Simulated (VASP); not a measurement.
# H (I4/mmm) in VASP: settings compared, part 2 of 3

VASP 6.6.1.

### Step 4. Single point, LDA

The input, run.py:

```python
from ase.calculators.vasp import Vasp
from ase.dft.bandgap import bandgap
from ase.io import read

atoms = read('H.cif', primitive_cell=True, subtrans_included=False)
calc = Vasp(
    directory='calc',
    xc='lda',
    pp='LDA',
    setups='recommended',
    pp_version='54',
    prec='Accurate',
    encut=520,
    ediff=1e-06,
    ismear=0,
    sigma=0.02,
    lreal=False,
    lasph=True,
    nelm=100,
    algo='Fast',
    isif=2,
    lwave=False,
    lcharg=False,
    kpts=[11, 11, 11],
    gamma=True,
)
atoms.calc = calc

print('energy (eV):', atoms.get_potential_energy())
print('free energy (eV):', atoms.get_potential_energy(force_consistent=True))
print('forces (eV/A):')
print(atoms.get_forces())
print('stress (eV/A^3, Voigt):', atoms.get_stress())
print('Fermi level (eV):', calc.get_fermi_level())
gap, top, bottom = bandgap(calc)
print('band gap (eV):', gap, 'from (spin, k, band)', top, 'to', bottom)
```

The input, H.cif:

```cif
data_H
_cell_length_a 3.38306894
_cell_length_b 3.38306894
_cell_length_c 4.11694798
_cell_angle_alpha 90.00000000
_cell_angle_beta 90.00000000
_cell_angle_gamma 90.00000000
_space_group_name_H-M_alt 'I4/mmm'
_space_group_name_Hall '-I 4 2'
_space_group_IT_number 139
loop_
_space_group_symop_operation_xyz
'x,y,z'
'-x,-y,-z'
'-y,x,z'
'y,-x,-z'
'-x,-y,z'
'x,y,-z'
'y,-x,z'
'-y,x,-z'
'x,-y,-z'
'-x,y,z'
'-y,-x,-z'
'y,x,z'
'-x,y,-z'
'x,-y,z'
'y,x,-z'
'-y,-x,z'
'x+1/2,y+1/2,z+1/2'
'-x+1/2,-y+1/2,-z+1/2'
'-y+1/2,x+1/2,z+1/2'
'y+1/2,-x+1/2,-z+1/2'
'-x+1/2,-y+1/2,z+1/2'
'x+1/2,y+1/2,-z+1/2'
'y+1/2,-x+1/2,z+1/2'
'-y+1/2,x+1/2,-z+1/2'
'x+1/2,-y+1/2,-z+1/2'
'-x+1/2,y+1/2,z+1/2'
'-y+1/2,-x+1/2,-z+1/2'
'y+1/2,x+1/2,z+1/2'
'-x+1/2,y+1/2,-z+1/2'
'x+1/2,-y+1/2,z+1/2'
'y+1/2,x+1/2,-z+1/2'
'-y+1/2,-x+1/2,z+1/2'
loop_
_atom_site_label
_atom_site_type_symbol
_atom_site_symmetry_multiplicity
_atom_site_Wyckoff_symbol
_atom_site_fract_x
_atom_site_fract_y
_atom_site_fract_z
_atom_site_occupancy
H1 H 4 e 0.0000000000 0.0000000000 0.0901377100 1
```

Potentials or basis: VASP PAW LDA potentials, release 54 (H).

Started as:

```bash
$ python run.py
```

What it wrote:

```text
energy (eV): -6.76579889
free energy (eV): -6.76579889
forces (eV/A):
[[-0.         -0.          0.96900497]
 [ 0.          0.         -0.96900497]]
stress (eV/A^3, Voigt): [ 0.00553447  0.00553447 -0.02513134  0.         -0.         -0.        ]
Fermi level (eV): -7.89693974
band gap (eV): 8.4189 from (spin, k, band) (0, np.int64(124), np.int64(0)) to (0, np.int64(5), np.int64(1))
```

OUTCAR:

```text
ENCUT = 520.000000
   EDIFF = 1.00e-06
   PREC = Accurate
   ISIF = 2
   ISMEAR = 0
   NELM = 100
   LASPH = .TRUE.
   LREAL = .FALSE.

 ion  position               nearest neighbor table
   1  0.090  0.090  0.000-   2 0.74
   2  0.910  0.910  0.000-   1 0.74

  LATTYP: Found a body centered tetragonal cell.
 ALAT       =     3.3830689400
 C/A-ratio  =     1.2169270130

  Lattice vectors:

 A1 = (  -1.6915344700,   1.6915344700,   2.0584739900)
 A2 = (   1.6915344700,  -1.6915344700,   2.0584739900)
 A3 = (   1.6915344700,   1.6915344700,  -2.0584739900)

Analysis of symmetry for initial positions (statically):
=====================================================================
 Subroutine PRICEL returns:
 Original cell was already a primitive cell.

 Routine SETGRP: Setting up the symmetry group for a
 body centered tetragonal supercell.

 Subroutine GETGRP returns: Found 16 space group operations
 (whereof 16 operations were pure point group operations)
 out of a pool of 16 trial point group operations.

The static configuration has the point symmetry D_4h.

Analysis of symmetry for dynamics (positions and initial velocities):
=====================================================================
 Subroutine PRICEL returns:
 Original cell was already a primitive cell.

 Routine SETGRP: Setting up the symmetry group for a
 body centered tetragonal supercell.

 Subroutine GETGRP returns: Found 16 space group operations
 (whereof 16 operations were pure point group operations)
 out of a pool of 16 trial point group operations.

The dynamic configuration has the point symmetry D_4h.

 Subroutine INISYM returns: Found 16 space group operations
 (whereof 16 operations are pure point group operations),
 and found     1 'primitive' translations

----------------------------------------------------------------------------------------

                                     Primitive cell

  volume of cell :      23.5596

  direct lattice vectors                    reciprocal lattice vectors
    -1.691534470  1.691534470  2.058473990     0.000000000  0.295589602  0.242898381
     1.691534470 -1.691534470  2.058473990     0.295589602  0.000000000  0.242898381
     1.691534470  1.691534470 -2.058473990     0.295589602  0.295589602  0.000000000

  length of vectors
     3.155929799  3.155929799  3.155929799     0.382587031  0.382587031  0.418026823

[... 79 lines left out ...]
   NELM   =    100;   NELMIN=  2; NELMDL= -5     # of ELM steps
   EDIFF  = 0.1E-05   stopping-criterion for ELM
   LREAL  =      F    real-space projection
   EDIFFG = 0.1E-04   stopping-criterion for IOM
   NSW    =      0    number of steps for IOM
   IBRION =     -1    ionic relax: 0-MD 1-quasi-New 2-CG
   NFREE  =      0    steps in history (QN), initial steepest desc. (CG)
   ISIF   =      2    stress and relaxation
   ISYM   =      2    0-nonsym 1-usesym 2-fastsym
   POTIM  = 0.5000    time-step for ionic-motion
   TEBEG  =    0.0;   TEEND  =   0.0 temperature during run
   PSTRESS=    0.0 pullay stress
   NELECT =       2.0000    total number of electrons
   NUPDOWN=      -1.0000    fix difference up-down
   EMIN   =  10.00;   EMAX   =-10.00  energy-range for DOS
   EFERMI =   0.00;   METHOD = LEGACY
   ISMEAR =     0;   SIGMA  =   0.02  broadening in eV -4-tet -1-fermi 0-gaus
   EFERMI_NEDOS =   21; number of points for ismear=-14 and -15
   IALGO  =     68    algorithm
   IMIX   =      4    mixing-type and parameters
     AMIX     =   0.40;   BMIX     =  1.00
     AMIX_MAG =   1.60;   BMIX_MAG =  1.00
  volume/ion in A,a.u.               =      11.78        79.49
  Fermi-wavevector in a.u.,A,eV,Ry     =   0.719497  1.359653  7.043413  0.517676
  Thomas-Fermi vector in A             =   1.808708
   LORBIT       =      0    0 simple, 1 ext, 2 COOP (PROOUT), +10 PAW based schemes
   GGA     = CA    functional components
   LHFCALC =     F    Hartree Fock is set to
   AEXX    =    0.0000 exact exchange contribution
   IVDW    =     0    specifies the selected vdW correction
   LEPSILON=     F    determine dielectric tensor
   LRPA    =     F    only Hartree local field effects (RPA)
 non-spin polarized calculation
 RMM-DIIS sequential band-by-band and
 Gauss-broadening in eV      SIGMA  =   0.02
  energy-cutoff  :      520.00
  volume of cell :       23.56
 maximum number of plane-waves:       646
   NGX = 11   NGY = 11   NGZ = 11

 number of electron       2.0000000 magnetization

 Free energy of the ion-electron system (eV)
  ---------------------------------------------------
  ext. energy  EPLUGINS =         0.00000000
  ---------------------------------------------------
  free energy    TOTEN  =        -6.76579889 eV

  energy without entropy =       -6.76579889  energy(sigma->0) =       -6.76579889

 E-fermi :  -7.8969     XC(G=0):  -5.9064

 val. band max:       -8.0577869164   @ k =  -0.4545   0.4545   0.4545
 cond. band min:       0.3610783624   @ k =   0.4545   0.0000  -0.0000
 fundamental gap:      8.4188652788
 Fermi energy:        -7.8969397449

 k-point     1 :       0.0000    0.0000    0.0000
  band No.  band energies     occupation
      1     -10.6026      2.00000
      2       5.0425      0.00000
      3       8.9159      0.00000
      4      15.0655      0.00000
      5      15.0655      0.00000
[... 177 lines left out ...]
 k-point    24 :      -0.1818    0.1818    0.0000
  band No.  band energies     occupation
      1     -10.1282      2.00000
      2       4.0313      0.00000
      3       7.6325      0.00000
      4      12.7858      0.00000
      5      13.3477      0.00000

 [... further k-points ...]

------------------------ aborting loop because EDIFF is reached ----------------------------------------

  FORCE on cell =-STRESS in cart. coord.  units (eV):
  Direction    XX          YY          ZZ          XY          YZ          ZX
  --------------------------------------------------------------------------------------
  -------------------------------------------------------------------------------------
  Total       -0.1303897     -0.1303897      0.5920830      0.0000000      0.0000000      0.0000000
  in kB       -8.8672041     -8.8672041     40.2648493      0.0000000      0.0000000      0.0000000
  external PRESSURE =       7.5101471 kB  Pullay stress =       0.0000000 kB

 VOLUME and BASIS-vectors are now :
 -----------------------------------------------------------------------------
  energy-cutoff  :      520.00
  volume of cell :       23.56
      direct lattice vectors                 reciprocal lattice vectors
    -1.691534470  1.691534470  2.058473990     0.000000000  0.295589602  0.242898381
     1.691534470 -1.691534470  2.058473990     0.295589602  0.000000000  0.242898381
     1.691534470  1.691534470 -2.058473990     0.295589602  0.295589602  0.000000000

 POSITION                                       TOTAL-FORCE (eV/Angst)
 -----------------------------------------------------------------------------------
      0.00000      0.00000      0.37109        -0.000000     -0.000000      0.969005
      0.00000      0.00000      3.74586         0.000000      0.000000     -0.969005
 -----------------------------------------------------------------------------------
    total drift:                               -0.000000      0.000000      0.000000

  FREE ENERGIE OF THE ION-ELECTRON SYSTEM (eV)
  ---------------------------------------------------
  free  energy   TOTEN  =        -6.7657988890 eV

  energy  without entropy=       -6.7657988890  energy(sigma->0) =       -6.76579889
```

INCAR:

```text
ENCUT = 520.000000
SIGMA = 0.020000
EDIFF = 1.00e-06
ALGO = Fast
PREC = Accurate
ISIF = 2
ISMEAR = 0
NELM = 100
LASPH = .TRUE.
LCHARG = .FALSE.
LWAVE = .FALSE.
LREAL = .FALSE.
```

It took 5.7 s on 1 thread of Intel Xeon 6975P-C (Granite Rapids), shared host; peak memory 0.12 GiB.

What came out:

| Property | Result |
| --- | --- |
| Free energy | -6.7658 eV |
| Pressure | 0.8 GPa |
| Largest force | 0.969 eV/Å |
| Band gap on the k mesh | 8.42 eV, indirect (least direct gap 9.27 eV) |

Forces in eV/Å, atoms in the order of the input:
```
H    0.000  0.000  0.969
H    0.000  0.000 -0.969
```

Caveat: an odd mesh through Γ misses points on the zone boundary, where band edges often lie.

### Step 5. Relaxation of the atoms, B3LYP+D3(BJ) (atoms moved at random, drawn with an rms of 0.1 Å)

The input, POSCAR:

```
H
1.0
   -1.6915344700      1.6915344700      2.0584739900
    1.6915344700     -1.6915344700      2.0584739900
    1.6915344700      1.6915344700     -2.0584739900
H
2
Selective dynamics
Direct
    0.0650650000      0.0848070000     -0.0029710000  F F F
    0.9070890000      0.9030550000     -0.0226940000  T T T
```

The input, INCAR.step1:

```
PREC = Accurate
ENCUT = 520
EDIFF = 1E-5
ISMEAR = 0
SIGMA = 0.01
LREAL = Auto
LASPH = True
NELM = 80
ALGO = Normal
LWAVE = True
LCHARG = False
POTIM = 0.2
GGA = PE
```

The input, INCAR.step2:

```
PREC = Accurate
ENCUT = 520
EDIFF = 1E-7
ISMEAR = 0
SIGMA = 0.01
LREAL = Auto
LASPH = True
NELM = 80
ALGO = Normal
ISIF = 2
LWAVE = False
LCHARG = False
GGA = B3
LHFCALC = True
AEXX = 0.2
AGGAX = 0.72
AGGAC = 0.81
ALDAC = 0.19
PRECFOCK = Fast
HFRCUT = -1
IVDW = 12
IBRION = 1
NSW = 40
EDIFFG = -0.02
POTIM = 0.2
ISTART = 1
```

The input, KPOINTS:

```
Automatic mesh
0
Gamma
  6 6 6
```

Potentials or basis: VASP PAW PBE potentials, release 64 (H).

Started as:

```bash
$ cat potpaw_PBE.64/H/POTCAR > POTCAR
$ cp INCAR.step1 INCAR
$ mpirun -np 1 vasp_std > vasp.out
$ cp INCAR.step2 INCAR
$ mpirun -np 1 vasp_std > vasp.out
```

Run time: 2.5 min. Hardware: 1 thread of Intel Xeon 6975P-C (Granite Rapids), shared host; peak memory 0.16 GiB.

Results (log left out):

```yaml
Free_energy: -8.0352 eV
Energy_gained_by_relaxing: 65.9 meV/atom
Ionic_steps: 4
Pressure_after_relaxing: -0.2 GPa
Band_gap_on_the_k_mesh: 10.64 eV, indirect (least direct gap 11.45 eV)
Dispersion_energy_per_atom: -0.026 eV
```

The path:
```tsv
step	energy change (eV)	largest force (eV/Å)	pressure (GPa)
1	0.0000	3.7028	5.29
2	-0.1310	0.2457	0.22
3	-0.1317	0.0600	-0.09
4	-0.1318	0.0051	-0.18
```

Final structure:
```
CELL_PARAMETERS angstrom
-1.69153 1.69153 2.05847
1.69153 -1.69153 2.05847
1.69153 1.69153 -2.05847
ATOMIC_POSITIONS crystal
H 0.06506 0.08481 0.99703
H 0.88844 0.88170 0.97506
```

Levels at points of the mesh, in eV from the valence-band top:
```tsv
k point	band 1	band 2	band 3	band 4	band 5
(0.00, 0.00, 0.00)	-2.50	15.63	19.49	25.75	25.76
(0.50, 0.00, 0.00)	-0.86	10.88	18.98	20.95	22.48
(0.00, 0.50, 0.00)	-0.82	10.64	18.90	21.58	22.36
(0.00, 0.50, 0.50)	-0.86	10.84	18.96	21.04	22.47
(0.50, 0.00, 0.50)	-0.90	11.08	19.03	20.58	22.48
(0.50, 0.50, 0.00)	-0.64	12.57	16.29	18.26	21.05
(0.00, 0.00, 0.50)	-0.64	12.58	16.28	18.26	21.05
(0.50, 0.50, 0.50)	0.00	12.15	17.57	18.12	18.14
```

Caveat: the k mesh is coarse (spacing up to 0.44 Å⁻¹), so the values aren't converged, least of all with exact exchange; the PAW data sets were made with another functional, which shifts forces and pressure a little.

(Continued in part 3 of 3.)
